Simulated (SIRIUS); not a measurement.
The system is Mo.

```
CELL_PARAMETERS angstrom
-1.58381 1.58381 1.58381
1.58381 -1.58381 1.58381
1.58381 1.58381 -1.58381
ATOMIC_POSITIONS crystal
Mo 0.00000 0.00000 0.00000
```

```yaml
Program: SIRIUS 7.10.0
Task: single point
Functional: PBEsol
Potentials_or_basis: PseudoDojo 0.4.1 PBEsol standard (scalar relativistic)
Cutoff: 1102 eV
Density_cutoff: 4408 eV
k_mesh: 12 × 12 × 12
Occupations: fermi-dirac, width 0.05 eV
Spin: no spin polarisation
```

On this cell: pressure -9.4 GPa; band gap on the k mesh none (metal or under the smearing width).

The same run follows on a disturbed copy (cell strained at random at fixed volume):

```
Mo
1.0
    -1.59439    1.59130    1.58454
     1.61239   -1.54306    1.55430
     1.60659    1.55526   -1.53630
Mo
1
Direct
  0.99511 0.97150 0.97202
```

**Question.** What does the disturbed cell give?

**Answer.** The energy (extrapolated to zero smearing) moves by +12.2 meV/atom; pressure -9.1 GPa; band gap on the k mesh none (metal or under the smearing width).

Stress tensor (GPa, compression positive):
```
-14.38  -0.80  -1.22
 -0.80  -6.92  -3.09
 -1.22  -3.09  -6.02
```
